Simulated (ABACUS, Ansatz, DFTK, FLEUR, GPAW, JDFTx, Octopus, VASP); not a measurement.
NiO: programs and potentials compared

```
CELL_PARAMETERS angstrom
0.00000 2.08590 2.08590
2.08590 0.00000 2.08590
2.08590 2.08590 0.00000
ATOMIC_POSITIONS crystal
Ni 0.00000 0.00000 0.00000
O 0.50000 0.50000 0.50000
```

Alike in all runs: task single point; functional PBE; k mesh 11 × 11 × 11; occupations fermi-dirac, width 0.05 eV; collinear spin, ferromagnetic start; no spin-orbit coupling. The measured crystal is an antiferromagnetic insulator; the state found here is the runs' own. Pressure is positive in compression and, in plane waves, holds the error of the finite cutoff.

```tsv
program and potentials	plane-wave cutoff (eV)	notes	pressure (GPa)	net moment per atom (μB)
GPAW, GPAW PAW data sets (gpaw-data 1.2.1)	800	11 valence electrons an atom on average; this data set often lies off other programs	9.45	0.85
Octopus, pseudodojo_pbe (PseudoDojo 0.5, PBE)	-	12 valence electrons an atom on average	-	0.92
Ansatz, all-electron LAPW, scalar-relativistic	-	-	6.27	0.89
ABACUS, PseudoDojo NC SR 0.4.1 PBE standard, plane waves	1333	12 valence electrons an atom on average	6.06	0.92
JDFTx, PseudoDojo-SR-PBE-0.5-standard	1333	12 valence electrons an atom on average	6.03	0.92
FLEUR, all-electron, FLAPW	-	-	-	0.87
DFTK, PseudoDojo SR PBE 0.4.1 standard (PBE)	1333	12 valence electrons an atom on average	6.03	0.92
VASP, PBE PAW files Ni, O, 520 eV	520	8 valence electrons an atom on average	?	?
```

Estimate from the other rows what the run with VASP, PBE PAW files Ni, O, 520 eV gave.

Pressure 5.08 GPa; net moment per atom 0.84 μB. The other rows, which needn't bracket it: pressure 6.03 to 9.45; net moment per atom 0.85 to 0.92.
